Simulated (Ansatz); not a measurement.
Level of theory: DFT PBE, scalar-relativistic, plane waves, PAW in Ansatz. All cells share a 420 eV cutoff and Γ-centred k meshes spaced at most about 0.3 Å⁻¹ (about 0.25 or finer for metals, 2π included). No spin polarisation.

All energies are static (0 K, no zero-point motion).

Compare these two cells of Zn2Sn5N, each relaxed at this level.

A.

```cif
data_structure
_symmetry_space_group_name_H-M 'P4/mmm'
_symmetry_Int_Tables_number 123
_cell_length_a 3.8805
_cell_length_b 3.8805
_cell_length_c 12.4492
_cell_angle_alpha 90.000
_cell_angle_beta 90.000
_cell_angle_gamma 90.000
_cell_volume 187.46
loop_
_atom_site_label
_atom_site_type_symbol
_atom_site_symmetry_multiplicity
_atom_site_Wyckoff_symbol
_atom_site_fract_x
_atom_site_fract_y
_atom_site_fract_z
_atom_site_occupancy
Zn1 Zn 2 f 0.00000 0.50000 0.00000 1
Sn1 Sn 2 g 0.00000 0.00000 0.34868 1
Sn2 Sn 2 h 0.50000 0.50000 0.78185 1
Sn3 Sn 1 d 0.50000 0.50000 0.50000 1
N1 N 1 a 0.00000 0.00000 0.00000 1
```

B.

```cif
data_structure
_symmetry_space_group_name_H-M 'I4/mmm'
_symmetry_Int_Tables_number 139
_cell_length_a 5.7186
_cell_length_b 5.7186
_cell_length_c 11.7052
_cell_angle_alpha 90.000
_cell_angle_beta 90.000
_cell_angle_gamma 90.000
_cell_volume 382.79
loop_
_atom_site_label
_atom_site_type_symbol
_atom_site_symmetry_multiplicity
_atom_site_Wyckoff_symbol
_atom_site_fract_x
_atom_site_fract_y
_atom_site_fract_z
_atom_site_occupancy
Zn1 Zn 4 c 0.00000 0.50000 0.00000 1
Sn1 Sn 4 e 0.00000 0.00000 0.17278 1
Sn2 Sn 4 d 0.00000 0.50000 0.25000 1
Sn3 Sn 2 b 0.50000 0.50000 0.00000 1
N1 N 2 a 0.00000 0.00000 0.00000 1
```

Question: Which form is favoured at zero pressure, and by what margin per atom?

Answer: A is lower, by 106 meV/atom. A has space group P4/mmm (No. 123), 23.4 Å³/atom and no gap on its mesh; B has space group I4/mmm (No. 139), 23.9 Å³/atom and no gap. Counting Sn or Zn atoms around N (for each partner element, those within 1.25 times its shortest distance or 1.15 times the sum of covalent radii, where it is the nearest in units of that sum or under 1.3), A has N 4 and B has N 2. Even the lower one lies +0.25 eV/atom against the reference forms of the elements (uncorrected), so neither is stable at this level. In A, Zn has 2 N at 1.94 Å, 4 Zn at 2.74 Å and 4 Sn at 3.34 Å; Sn on a site of symmetry 4mm is surrounded by 8 Sn at 3.19–3.33 Å; N has 4 Zn at 1.94 Å; 2 more sites not described. In B, Zn has 2 N at 2.86 Å and 4 Sn at 2.86–2.93 Å; around Sn on a site of symmetry 4mm lie 1 N at 2.02 Å, 4 Sn at 3.00 Å and 4 Zn at 3.50 Å; around N lie 2 Sn at 2.02 Å and 4 Zn at 2.86 Å; 2 more sites not described. Both come from invented guesses. The lowest form computed isn't among them: it has space group P-4m2 (No. 115), 23.3 Å³/atom and lies 118 meV/atom below the best shown.

Cells relaxed within their symmetry can be saddle points. Some candidate types were left out of the draw beforehand, so a known form may be missing.
